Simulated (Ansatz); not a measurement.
Mg2Si: frozen-core PAW against all-electron methods

```xyz
3
Lattice="0.0000 3.1823 3.1823 3.1823 0.0000 3.1823 3.1823 3.1823 0.0000" Properties=species:S:1:pos:R:3 pbc="T T T"
Si    0.0000    0.0000    0.0000
Mg    1.5912    1.5912    1.5912
Mg    4.7735    4.7735    4.7735
```

Atom numbers follow the list: Si1, Mg2, Mg3.

The structure comes from a relaxation in the same program, started in the fluorite type, and has space group Fm-3m. Whether it is a known phase or the ground state wasn't checked.

All numbers are computed: DFT, PBE, PAW with Ansatz's default frozen-core files, scalar-relativistic (Ansatz 0.2.0); DFT, PBE, all-electron PAW with datasets made for the crystal, scalar-relativistic (Ansatz 0.2.0); DFT, PBE, all-electron LAPW, scalar-relativistic (Ansatz 0.2.0).

For PAW: a Γ-centred 10×10×10 k mesh, Fermi–Dirac smearing of 0.05 eV, cutoff 420 eV, no spin polarisation. The crystal-made all-electron datasets (AE datasets) take a cutoff of 140 eV at this cell. LAPW targets a basis error of 1 meV/atom. The Ansatz runs share mesh, smearing and spin set-up. Plane-wave (PAW) pressures include the program's estimate of the Pulay term.

Stress and pressure are positive in compression.

Levels count from the top of the valence band.

| quantity | PAW | AE datasets | LAPW |
| --- | --- | --- | --- |
| pressure (GPa) | 0.00 | -0.03 | -0.02 |
| band gap (eV) | 0.219 | 0.220 | 0.220 |
| highest filled level at L (eV) | -0.695 | -0.696 | -0.696 |
| lowest empty level at L (eV) | 1.243 | 1.241 | 1.241 |
| highest filled level at X (eV) | -1.926 | -1.927 | -1.927 |
| lowest empty level at X (eV) | 0.219 | 0.220 | 0.220 |
| highest filled level at K (eV) | -1.608 | -1.608 | -1.609 |
| lowest empty level at K (eV) | 0.705 | 0.705 | 0.705 |

PAW's pressure differs from the LAPW value by +0.03 GPa.
